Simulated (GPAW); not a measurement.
Runs of GPAW 26.7.0 on Os. It takes space group P6_3/mmc (No. 194, hexagonal). Conventional cell: a = 2.734 Å, b = 2.734 Å, c = 4.320 Å, α = 90.00°, β = 90.00°, γ = 120.00°. Around Os (site symmetry -6m2) lie 12 Os at 2.68 to 2.73 Å. 

| task | level | potentials or basis | spin | cell | optimizer | fmax | max steps | band path | band points | gap on the mesh (eV) | pressure (GPa) | relaxed volume (Å³/atom) |
| --- | --- | --- | --- | --- | --- | --- | --- | --- | --- | --- | --- | --- |
| relaxation of cell and atoms | RPBE+D3(BJ) | the program's PAW data sets (release 1.2.1) made for this functional, pw | off | relaxed | LBFGS | 0.02 eV/Å | 40 | - | - | none | -0.1 | 12.91 |
| band structure | AM05 | PAW data sets generated in the run's folder for this functional, pw | SOC, no magnetisation | as given | - | - | - | GMKGALHA,LM,KH | 80 | - | -8.6 | - |
| relaxation of cell and atoms | BLYP+D4 | PAW data sets generated in the run's folder for this functional, pw | off | relaxed | BFGS | 0.01 eV/Å | 40 | - | - | none | 0.0 | 14.18 |
| relaxation of cell and atoms | mBEEF | GPAW PAW data sets (gpaw-data 1.2.1), pw | off | relaxed | LBFGS | 0.01 eV/Å | 40 | - | - | none | 0.0 | (a) |

Alike in all rows: k mesh 8 × 8 × 5; cutoff (eV) 600; smearing fermi-dirac 0.05 eV.

Problem. Fill in the values left out.

Solution. (a) 13.39.

Caveats: later steps reuse the first step's grids (some runs); pairwise dispersion overbinds metals, which lowers pressure and volume (some runs); spin-orbit coupling was added after a scalar SCF, so levels and gaps hold it while energy, forces, pressure and moments don't (some runs); this program's spin-orbit splittings come out too wide for heavy elements (some runs); the PAW data sets were made with another functional, which shifts forces and pressure a little (some runs).

A k mesh can miss the band edges, and rows without SOC leave out spin-orbit coupling on Os.

A gap of «none» marks a metal or a gap under the smearing width.

Runs at the PBE level aren't shown here.
